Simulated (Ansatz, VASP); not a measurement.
## Hf: VASP beside Ansatz

INCAR

```
ALGO     = Normal         # electronic algorithm
EDIFF    = 1E-8           # SCF threshold, eV
ENCUT    = 520            # plane-wave cutoff, eV
GGA      = PE             # functional
ISIF     = 2              # what is computed and relaxed
ISMEAR   = -1             # smearing method
LASPH    = True           # aspherical terms in the spheres
LCHARG   = False          # write CHGCAR
LEFG     = True         
LREAL    = False          # projectors in reciprocal space
LWAVE    = False          # write WAVECAR
NBANDS   = 11             # bands
NELM     = 100            # most SCF steps
PREC     = Accurate       # precision mode
SIGMA    = 0.03           # smearing width, eV
```

File KPOINTS:

```
k-points
0
Gamma
  16 16 16
```

POSCAR

```
Hf
1.0
    0.0000000000      2.2368396850      2.1867000000
    2.2368396850      0.0000000000      2.1867000000
    2.2368396850      2.2368396850      0.0000000000
Hf
1
Direct
    0.0000000000      0.0000000000      0.0000000000
```

Input for Ansatz:

```yaml
crystal:
  lattice:
    - [0.0, 2.236839685, 2.1867]
    - [2.236839685, 0.0, 2.1867]
    - [2.236839685, 2.236839685, 0.0]
  atoms:
    - { symbol: Hf, position: [0.0, 0.0, 0.0] }
kpoints:
  mp_grid: { grid: [16, 16, 16] }
scf:
  occupations: { method: fermi_dirac, width: 0.03 }
hamiltonian:
  xc: pbe
  pseudopotentials: { kind: all_electron, datasets: crystal }
output:
  forces: true
  stress: true
  eigenvalues: true
  efg: { contact_densities: true }
```

Change from the starting cell: z stretched by -1.5 % at fixed volume, crystal datasets.

Alike in both runs: task electric field gradients; functional PBE; k mesh 16 × 16 × 16; occupations fermi-dirac, width 0.03 eV; no spin polarisation.

|  | VASP | Ansatz |
| --- | --- | --- |
| version | VASP 6.6.1 | Ansatz 0.2.0 |
| potentials or method | VASP PAW PBE potentials, release 64 (Hf_pv) | all-electron PAW with datasets made for the crystal, scalar-relativistic |
| plane-wave cutoff (eV) | 520 | see its input |

Ansatz gave:

```
pressure (GPa)                                                 : 3.2
largest component of the traceless stress (GPa)                : 0.40
Vzz of the field gradient on the site that differs most (V/Å²) : 19.7
```

Which values does VASP return?

Pressure (GPa): 2.7; largest component of the traceless stress (GPa): 0.42; Vzz of the field gradient on the site that differs most (V/Å²): 17.2.

Ansatz ran all-electron here, so the differences hold the error of VASP's frozen core and of both bases. Ansatz warned: «gradients_without_spin_orbit».

The runs have no spin-orbit coupling, so splittings on Hf are missing.
